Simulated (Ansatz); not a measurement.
# Preparing GaN (P6_3mc) as a host crystal

Aim: the runs on the perfect crystal GaN (P6_3mc) that a defect calculation needs first.

Method: plane-wave PAW DFT, PBEsol; relaxation of the host's cell and atoms; PAW set soft_1, in the first sound run; inputs show where later runs differ, in Ansatz 0.2.0.

### Step 1. Starting point

The structure is hexagonal, space group P6_3mc (No. 186). Conventional cell: a = 3.189 Å, b = 3.189 Å, c = 5.192 Å, α = 90.00°, β = 90.00°, γ = 120.00°. Ga has 4 N at 1.95 to 1.96 Å nearest. N has 4 Ga at 1.95 to 1.96 Å nearest. Farther neighbours and most contacts between anions are not listed.

### Step 2. Host cell relaxation

Lattice and positions are set free, within the symmetry that the program keeps.

Input file cell/input.yaml:

```yaml
crystal:
  lattice:
    - [3.1889304, 0.0, 0.0]
    - [-1.5944652, 2.7616947, 0.0]
    - [0.0, 0.0, 5.1923572]
  atoms:
    - { symbol: Ga, position: [0.66666667, 0.33333333, 0.49908371] }
    - { symbol: Ga, position: [0.33333333, 0.66666667, 0.99908371] }
    - { symbol: "N", position: [0.66666667, 0.33333333, 0.87591629] }
    - { symbol: "N", position: [0.33333333, 0.66666667, 0.37591629] }
basis:
  ecutwfc: 420
  xc_grid: 2
hamiltonian:
  xc: pbesol
  pseudopotentials: { kind: paw, azcp: { folder: soft_1 }, xc_functional: pbe }
kpoints:
  mp_grid: { grid: [10, 10, 6] }
scf:
  occupations: { method: fixed }
  max_iter: 100
relax:
  f_tol: 0.005
  max_steps: 60
  cell: {}
output:
  forces: true
  stress: true
checkpoint:
  write: "../cell.run"
  compress: false
  write_wavefunctions: false
  write_every: 100000
```

The run is started by

```bash
> ansatz run input.yaml --threads 32 --pin off --max-ram 84787MiB --backend cpu --events-out ev --progress --plain --runs-dir out
```

Numbers of over 12 decimals in the logs are rounded to 6 here.

What it wrote:

```text
[... repeated set-up lines and file paths are left out, and long positions are rounded to six places ...]
Engine: ansatz 0.2.0, aarch64-unknown-linux-gnu
Pseudopotentials: kind: paw
Pseudopotential: Ga, paw, valence charge 13, recommended cutoff 420 eV (normal), soft_1/Ga.paw.azcp
Pseudopotential: N, paw, valence charge 5, recommended cutoff 420 eV (normal), soft_1/N.paw.azcp
Functional definition: PBEsol
  exchange = pbesol_x
  correlation = pbesol_c
Crystal: 4 atoms, lattice volume = 45.728 Å³
Basis set: ecut = 420 eV, 917 PW (Γ), exchange–correlation on 48×48×72 points (8 copies of the dense FFT grid, shifted against one another)
Bands: 22, of which v1, the nominal top of the filled ones, is band 18 counted from 1 (17 counted from 0)
Symmetry: 12 space group operations
Space group: P63mc (ITA 186), of the structure as read, at distance tolerance 3.6e-5 Å
k-points: 56 of 600 (time reversal used)
Non-local potential: Ga, projectors of the file, l = 0: 2, l = 1: 2, l = 2: 3, l = 3: 1
Non-local potential: N, projectors of the file, l = 0: 2, l = 1: 2, l = 2: 1
PAW form: soft (Blöchl's): semilocal exchange-correlation on the pseudo side does not see the compensation charge
PAW frozen core: Ga, regenerated for the run's functional, and the local potential with it (the file was generated under x = pbe(κ = 0.804, μ = 0.219515), c = pbe(β = 0.066725))
PAW frozen core: N, regenerated for the run's functional, and the local potential with it (the file was generated under x = pbe(κ = 0.804, μ = 0.219515), c = pbe(β = 0.066725))
PAW one-centre angular grid: Ga, 590 points (default); XC on 64 Gauss nodes
PAW one-centre angular grid: N, 110 points (default); XC on 64 Gauss nodes
Initial density: superposition of atomic densities (chi_scale 0.1, normalization cell, long waves kept (reshape's long-wave potential 0.00 eV rms))
Initial wavefunctions: pseudopotential atomic-orbital guess
Functional: x = pbesol(κ = 0.804, μ = 0.123457), c = pbesol(β = 0.046)
SCF iter   1: F=—  HF=-8246.847279 eV  |Δ(HF+E_count)|=         —  Δρ=1.04e-1  dr2=4.16e0  Hψ=4331
preconditioner: auto → Resta (q_TF=auto, 2.622 Å⁻¹)  ε∞=4.9  [insulator: Δε(μ)=2.625 eV  Ē_g=16.790 eV  n_scr=22 (ndim 8)  ℏωp=32.9 eV  f_vac=0.000  ε∞_Penn≈4.9]
SCF iter   2: F=—  HF=-8245.822848 eV  |Δ(HF+E_count)|=    1.02e0  Δρ=4.55e-2  dr2=5.00e-1  Hψ=2310
SCF iter   3: F=—  HF=-8245.721446 eV  |Δ(HF+E_count)|=   1.01e-1  Δρ=1.65e-2  dr2=9.29e-2  Hψ=1353
SCF iter   4: F=—  HF=-8245.700129 eV  |Δ(HF+E_count)|=   2.13e-2  Δρ=2.84e-3  dr2=4.63e-3  Hψ=2328
SCF iter   5: F=—  HF=-8245.699202 eV  |Δ(HF+E_count)|=   9.27e-4  Δρ=2.55e-3  dr2=1.67e-3  Hψ=2344
SCF iter   6: F=—  HF=-8245.699691 eV  |Δ(HF+E_count)|=   4.89e-4  Δρ=9.11e-4  dr2=2.60e-4  Hψ=2234
SCF iter   7: F=—  HF=-8245.699792 eV  |Δ(HF+E_count)|=   1.01e-4  Δρ=1.96e-4  dr2=1.51e-5  Hψ=2166
SCF iter   8: F=—  HF=-8245.699792 eV  |Δ(HF+E_count)|=   3.29e-7  Δρ=2.34e-5  dr2=2.03e-7  Hψ=2190
SCF iter   9: F=-8245.699792 eV  HF=-8245.699792 eV  |Δ(HF+E_count)|=   1.96e-7  Δρ=2.25e-6  dr2=1.98e-9  Hψ=4473
SCF 1 converged in 9 iterations: F = -8245.699792 eV  dr2 = 1.98e-9
  greatest PAW one-centre occupation: 0.995 electrons in one spin orbital (limit 2), on the Ga atom at site 1 (counted from 0), in its partial waves of l = 2
relax step   1: F+E_penalty+E_count = -8245.69979174 eV  Δ(F+E_penalty+E_count) = +0.000e0 eV  max|allowed force component| = 5.778e-3 eV/Å  Δτ_max = 0.0000 Å  P = -0.963 GPa  Ω = 45.728 Å³  (9 SCF iters, dr2 threshold 1.00e-7 eV, accepted)
[... the SCF cycles and remarks between the steps are left out from here to the last step ...]
relax step   2: F+E_penalty+E_count = -8245.70065717 eV  Δ(F+E_penalty+E_count) = -8.654e-4 eV  max|allowed force component| = 3.660e-3 eV/Å  Δτ_max = 0.0004 Å  P = -0.388 GPa  Ω = 45.588 Å³  energy of the carried Pulay correction = +2.621e-4 eV  (4 SCF iters, dr2 threshold 4.00e-7 eV, accepted)
relax step   3: F+E_penalty+E_count = -8245.70094859 eV  Δ(F+E_penalty+E_count) = -2.914e-4 eV  max|allowed force component| = 9.873e-4 eV/Å  Δτ_max = 0.0001 Å  P = +0.006 GPa  Ω = 45.494 Å³  energy of the carried Pulay correction = +4.398e-4 eV  (4 SCF iters, dr2 threshold 4.00e-7 eV, accepted)
Initial wavefunctions: pseudopotential atomic-orbital guess (no wavefunctions were taken with the density)
iter 1 solved again at ethr=2.06e-8 eV; its pass at ethr=3.10e-3 eV (dr2=7.43e-6 eV) is discarded
SCF iter   1: F=—  HF=-8245.700532 eV  |Δ(HF+E_count)|=         —  Δρ=2.28e-5  dr2=5.25e-8  Hψ=8077
SCF iter   2: F=—  HF=-8245.700525 eV  |Δ(HF+E_count)|=   7.59e-6  Δρ=1.59e-5  dr2=3.96e-8  Hψ=2231
SCF iter   3: F=—  HF=-8245.700525 eV  |Δ(HF+E_count)|=   2.12e-8  Δρ=4.67e-6  dr2=3.90e-9  Hψ=2328
SCF iter   4: F=—  HF=-8245.700525 eV  |Δ(HF+E_count)|=   1.28e-9  Δρ=9.03e-7  dr2=3.01e-10  Hψ=2240
SCF iter   5: F=—  HF=-8245.700525 eV  |Δ(HF+E_count)|=  5.06e-10  Δρ=4.94e-7  dr2=1.20e-10  Hψ=2083
SCF iter   6: F=-8245.700525 eV  HF=-8245.700525 eV  |Δ(HF+E_count)|=  1.46e-11  Δρ=1.29e-7  dr2=6.54e-12  Hψ=4689
SCF 4 converged in 6 iterations: F = -8245.700525 eV  dr2 = 6.54e-12
relax step   4: F+E_penalty+E_count = -8245.70052485 eV  Δ(F+E_penalty+E_count) = +4.237e-4 eV  max|allowed force component| = 1.013e-3 eV/Å  Δτ_max = 0.0000 Å  P = -0.007 GPa  Ω = 45.494 Å³  stress off target by 1.20e-2 GPa  SCF on the basis re-selected at this cell (its energy is not comparable with the rows above)  (6 SCF iters)
basis re-selected at this cell: Δ(F+E_penalty+E_count) = +4.237e-4 eV, ΔP = -0.013 GPa vs the last step (what re-selecting the basis moved, of the pressure what is left beyond the Pulay correction that the steps carried, after the strain that the cell walked [...]
SCF converged after 6 iterations
Free energy (F): -8245.700525 eV
Harris-Foulkes:  -8245.700525 eV  (|F-HF|=3.64e-12)
Internal energy: -8245.700525 eV  (E = F + TS)
E sigma→0 (E₀):  -8245.700525 eV
Fermi energy:    9.608289 eV
--- Per-component energies (eV) ---
  E_band       = -13.556872
  E_kinetic    = 481.083805
  E_local      = -2826.284557  (includes V_loc(G=0)·N_el)
  E_nonlocal   = -107.498530
  E_hartree    = 1786.249351
  E_xc         = -242.666617
  E_vxc        = -261.374439  (∫ρ·V_xc dr)
  E_paw        = -4160.405234  (= ΣΔE_a)
  E_vpaw       = -871.983206  (= ΣTr[D̂ρ^β])
  E_aug_tail   = 0.001420  (compensation charges beyond the density's cutoff)
  E_ewald      = -3177.962319
  E_core_change = 1.782156  (= ΣΔE_core)
  E_smearing   = -0.000000  (= −TS)
  E_closure    = 0.000000  (closes the sum)
  Σ components = -8245.700525   (vs F -8245.700525, Δ=0.00e0)
--- Forces (eV/Å), atoms counted from 1 ---
  atom   1  Ga     0.00000000     0.00000000     0.00101222
  atom   2  Ga    -0.00000000    -0.00000000     0.00101222
  atom   3  N     -0.00000000    -0.00000000    -0.00101324
  atom   4  N      0.00000000     0.00000000    -0.00101324
  max |Σ_I F_I| component: 2.04e-6 eV/Å
--- Stress (GPa, compression-positive) ---
       -0.012034      -0.000000       0.000000
       -0.000000      -0.012034       0.000000
        0.000000       0.000000       0.003695
  P = ⅓ Tr σ = -0.0068 GPa (-0.068 kbar)
--- Relaxed structure (3 steps of the walk, 3 accepted, 1 SCFs on fresh bases) ---
  F+E_penalty+E_count = -8245.70052485 eV   max|allowed force component| = 1.013e-3 eV/Å   (the final SCF, on the basis selected at the relaxed cell)
  cell:  # Å, volume = 45.4939 Å³
    - [3.182862, 0, 0]
    - [-1.591431, 2.756439, -1.6511006909067314e-19]
    - [0, -3.104291181229679e-19, 5.185462]
  atoms:
    - { symbol: Ga, position: [0.666667, 0.333333, 0.499179] }
    - { symbol: Ga, position: [0.333333, 0.666667, 0.999179] }
    - { symbol: N, position: [0.666667, 0.333333, 0.875821] }
    - { symbol: N, position: [0.333333, 0.666667, 0.375821] }
```

Wall time 1.3 s (32 threads of Arm Neoverse V2, shared host); peak memory 0.23 GiB; 23 s of CPU time.

Relaxation path:

```csv
step,energy less that of the first step (eV),largest force component (eV/Å),pressure (GPa),volume (Å³)
1,0.0000,0.0058,-0.96,45.73
2,-0.0009,0.0037,-0.39,45.59
3,-0.0012,0.0010,0.01,45.49
4*,-0.0007,0.0010,-0.01,45.49
```

Relaxation steps marked * repeat the geometry before them on a plane-wave basis chosen anew for their cell, so energy and pressure can jump there.

Forces are held to the 12 operations that the run works with; a distortion that breaks them can't arise in this run.

```csv
"conventional cell, symmetrised",before,after,change
a (Å),3.189,3.183,-0.2 %
b (Å),3.189,3.183,-0.2 %
c (Å),5.192,5.185,-0.1 %
volume (Å³/atom),11.43,11.37,-0.5 %
```

Final coordinates:

```
Ga N
1.0
     3.18286    0.00000    0.00000
    -1.59143    2.75644    0.00000
     0.00000    0.00000    5.18546
Ga N
2 2
Direct
  0.66667 0.33333 0.49918
  0.33333 0.66667 0.99918
  0.66667 0.33333 0.87582
  0.33333 0.66667 0.37582
```

This step gave:

```
pressure : -0.006791 GPa
```

### Step 3. Dielectric tensors of the host

The response to a uniform electric field gives the electronic dielectric tensor.

This step: plane-wave PAW DFPT, PBEsol; dielectric tensors, Born charges and zone-centre modes of the host; PAW set soft_1 (Ansatz 0.2.0).

Input file eps/input.yaml:

```yaml
crystal:
  lattice:
    - [3.182861788, 0.0, 0.0]
    - [-1.591430894, 2.7564391652, 0.0]
    - [0.0, 0.0, 5.1854617653]
  atoms:
    - { symbol: Ga, position: [0.6666666667, 0.3333333333, 0.4991792411] }
    - { symbol: Ga, position: [0.3333333333, 0.6666666667, 0.9991792411] }
    - { symbol: "N", position: [0.6666666667, 0.3333333333, 0.8758207589] }
    - { symbol: "N", position: [0.3333333333, 0.6666666667, 0.3758207589] }
basis:
  ecutwfc: 420
hamiltonian:
  xc: pbesol
  pseudopotentials: { kind: paw, azcp: { folder: soft_1 }, xc_functional: pbe }
kpoints:
  mp_grid: { grid: [9, 9, 5] }
scf:
  occupations: { method: fixed }
  max_iter: 100
phonons:
  method: dfpt
  dielectric: true
  rigid_motions: translations
```

What it wrote:

```text
[...]
Crystal: 4 atoms, lattice volume = 45.494 Å³
Basis set: ecut = 420 eV, 893 PW (Γ), exchange–correlation on 48×48×72 points (8 copies of the dense FFT grid, shifted against one another)
Bands: 22, of which v1, the nominal top of the filled ones, is band 18 counted from 1 (17 counted from 0)
Symmetry: 12 space group operations
k-points: 115 of 405 (irreducible under 2 space group operations, time reversal used)
[...]
SCF iter   1: F=—  HF=-8246.860099 eV  |Δ(HF+E_count)|=         —  Δρ=1.04e-1  dr2=4.20e0  Hψ=8917
[...]
SCF iter  10: F=-8245.700344 eV  HF=-8245.700344 eV  |Δ(HF+E_count)|=  6.88e-10  Δρ=3.21e-7  dr2=3.56e-11  Hψ=15093
SCF 1 converged in 10 iterations: F = -8245.700344 eV  dr2 = 3.56e-11
[...]
NSCF: frozen V_eff on 6 k-points
DFPT response loops at Γ: preconditioner auto → Resta (q_TF=auto, 2.624 Å⁻¹)  ε∞=5.7 (no band partly filled); β = 1.00, the filter's whole step (`scf.mixing.beta` (0.50) is not read by the response loops at its default; [...]
── the response to a field inside a basis, on 12×12×8 k-points: an SCF that follows is theirs, and a resumed run solves both again ──
Bands: 19, of which v1, the nominal top of the filled ones, is band 18 counted from 1 (17 counted from 0)
k-points: 168 of 1152 (irreducible under 4 space group operations, time reversal used)
[...]
Eigensolver: Dense (168 Hₖ)
SCF iter   1: F=—  HF=-8245.697824 eV  |Δ(HF+E_count)|=         —  Δρ=3.51e-4  dr2=1.65e-5
[...]
SCF iter   4: F=-8245.697823 eV  HF=-8245.697823 eV  |Δ(HF+E_count)|=   1.86e-6  Δρ=1.08e-5  dr2=2.61e-8
SCF 1 converged in 4 iterations: F = -8245.697823 eV  dr2 = 2.61e-8
[...]
WARN: field response: ε∞ stands inside a basis, on 12×12×8 points; [...]
SCF converged after 10 iterations
Free energy (F): -8245.700344 eV
[...]
Internal energy: -8245.700344 eV  (E = F + TS)
E sigma→0 (E₀):  -8245.700344 eV
Fermi energy:    9.608408 eV
[...]
--- Band table (eV; the first three rows and the last of 115) ---
[...]
--- Phonons (Γ-DFPT): 4 representative perturbations + reference, on 115 of 405 k-points (Σ response iterations 13) ---
  k mesh reduced under 2 symmetry operations, with k and −k counted as one. Each operation leaves every solved perturbation unchanged. A smaller set is not considered because the run solves the response to a homogeneous field
  ASR residual: 1.742e-4 → 0.000e0 eV/Å²; symmetrization residual: 6.007e-6 eV/Å²
  ASR residual per site (eV/Å²): 1.04e-4 1.04e-4 1.74e-4 1.74e-4
  Γ frequencies (cm⁻¹): 0.00 0.00 0.00 136.42 136.42 327.00 521.32 543.91 543.91 552.53 552.53 677.26
  ε∞ (high-frequency dielectric tensor):
        5.833866    -0.000000     0.000000
       -0.000000     5.833866    -0.000000
        0.000000     0.000000     6.017687
  ε⁰ (static dielectric tensor: ions relaxed, cell fixed):
       10.102096    -0.000000     0.000000
       -0.000000    10.102096    -0.000000
        0.000000    -0.000000    11.180774
  ε⁰ − ε∞ (ionic part):
        4.268229    -0.000000     0.000000
       -0.000000     4.268229    -0.000000
        0.000000    -0.000000     5.163087
  softest optical mode at Γ: 136.42 cm⁻¹; the repairs (sum rule, projections) moved no ω² at Γ by more than (2.19 cm⁻¹)²
  Born effective charges Z* (e; rows j = field, columns β = displacement):
    site 0:
         2.60931   -0.00000    0.00000
        -0.00000    2.60931    0.00000
         0.00000    0.00000    2.75062
    site 1:
         2.60931   -0.00000    0.00000
        -0.00000    2.60931    0.00000
         0.00000    0.00000    2.75062
    site 2:
        -2.60931    0.00000    0.00000
         0.00000   -2.60931   -0.00000
        -0.00000   -0.00000   -2.75062
    site 3:
        -2.60931    0.00000   -0.00000
         0.00000   -2.60931   -0.00000
        -0.00000   -0.00000   -2.75062
  Z* charge neutrality: 2.272e-3 e pre-enforcement
  solved inside a basis spanned on kpoints, on 12×12×8 k-points, its susceptibility summed on 18×18×10: ε∞ is read to err by 1.7e-2, Z* by 1.5e-2 e (field_mesh: kpoints solves on kpoints); Z* is corrected for what the basis lacks
  optical modes at Γ without the LO–TO term, one row a degenerate level:
      ω (cm⁻¹)  modes    IR ((D/Å)²/amu)
        136.42      2             0.0000
        327.00      1             0.0000
        521.32      1            29.9304
        543.91      2            53.8683
        552.53      2             0.0000
        677.26      1             0.0000
  optical modes at Γ + LO–TO along q̂ = [1.0000, 0.0000, 0.0000]:
      ω (cm⁻¹)  modes    IR ((D/Å)²/amu)
        136.42      2             0.0000
        327.00      1             0.0000
        521.32      1            29.9304
        543.91      1            26.9342
        552.53      2             0.0000
        677.26      1             0.0000
        715.75      1            26.9342
  optical modes at Γ + LO–TO along q̂ = [0.0000, 1.0000, 0.0000]:
      ω (cm⁻¹)  modes    IR ((D/Å)²/amu)
        136.42      2             0.0000
        327.00      1             0.0000
        521.32      1            29.9304
        543.91      1            26.9342
        552.53      2             0.0000
        677.26      1             0.0000
        715.75      1            26.9342
  optical modes at Γ + LO–TO along q̂ = [0.0000, 0.0000, 1.0000]:
      ω (cm⁻¹)  modes    IR ((D/Å)²/amu)
        136.42      2             0.0000
        327.00      1             0.0000
        543.91      2            53.8683
        552.53      2             0.0000
        677.26      1             0.0000
        710.60      1            29.9304
```

The job ended after 11 s (32 threads; peak memory 1.1 GiB; 4.1 min of CPU time).

Electronic dielectric tensor:

```
5.83 0.00 0.00
0.00 5.83 0.00
0.00 0.00 6.02
```

Static dielectric tensor:

```
10.10  0.00  0.00
 0.00 10.10  0.00
 0.00  0.00 11.18
```

The principal values of the electronic dielectric tensor are 5.83, 5.83 and 6.02. The principal values of the static dielectric tensor are 10.10, 10.10 and 11.18.

(Part 1 of 3 ends here.)

[Logs are printed without paths, hosts, clocks, repeated set-up lines and the standing remarks that a program may print on its own settings, such as how far it seeks lower states.]

[Hosts, paths, dates, database ids (printed as entryN), source tags and the programs' standing remarks are cut or masked in the printed files.]

[Runs of the host that timed out are not shown.]

[For some hosts the program warned that the k-mesh of the response run may be too coarse for force constants and the static dielectric constant; such warnings are not always shown.]
